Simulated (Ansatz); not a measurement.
## Deforming La

```
La
1.0
     3.75000    0.00000    0.00000
    -1.87500    3.24760    0.00000
     0.00000    0.00000    6.07000
La
2
Direct
  0.33333 0.66667 0.25000
  0.66667 0.33333 0.75000
```

Atoms are numbered in the order listed.

The conventional cell has a = 3.750 Å, b = 3.750 Å, c = 6.070 Å, α = 90.00°, β = 90.00°, γ = 120.00°. La (atom 1) is surrounded by 12 La at 3.73 to 3.75 Å.

The cell comes from COD entry 9008503, which wasn't checked; take it as a given geometry. It differs from other determinations.

No spin–orbit coupling, which matters for the heavy atoms here.

Computed with DFT, LDA, all-electron PAW with datasets made for the crystal, scalar-relativistic (Ansatz 0.2.0).

Numerical set-up: a Γ-centred 11×11×6 k mesh, Fermi–Dirac smearing of 0.05 eV, cutoff 260 eV (chosen by the program for this cell), no spin polarisation.

The unchanged cell is at -3.00 GPa.

In a metal, stresses and small energies carry noise from the k mesh.

x, y and z are the Cartesian axes of the cell as listed; fractional coordinates follow a strain, and an engineering shear is twice the off-diagonal strain component.

(1) With this change (equal xy, yz and zx engineering shear strains of -2 %), what becomes of the energy and stress?

(2) With this change (equal xy, yz and zx engineering shear strains of -1 %), what becomes of the energy and stress?

(3) With this change (equal xy, yz and zx engineering shear strains of +1 %), what becomes of the energy and stress?

(4) With this change (equal xy, yz and zx engineering shear strains of +2 %), what becomes of the energy and stress?

## Answers

(1) Energy change +1 meV/atom; stress change (xx, yy, zz, yz, xz, xy) -0.01, 0.00, 0.01, 0.20, 0.20, 0.29 GPa, compression positive.

(2) Energy change under 1 meV/atom; stress change (xx, yy, zz, yz, xz, xy) 0.00, 0.00, 0.00, 0.10, 0.10, 0.14 GPa, compression positive.

(3) Energy change under 1 meV/atom; stress change (xx, yy, zz, yz, xz, xy) 0.00, 0.00, 0.00, -0.10, -0.10, -0.14 GPa, compression positive.

(4) Energy change +1 meV/atom; stress change (xx, yy, zz, yz, xz, xy) 0.00, 0.00, 0.01, -0.20, -0.20, -0.29 GPa, compression positive.
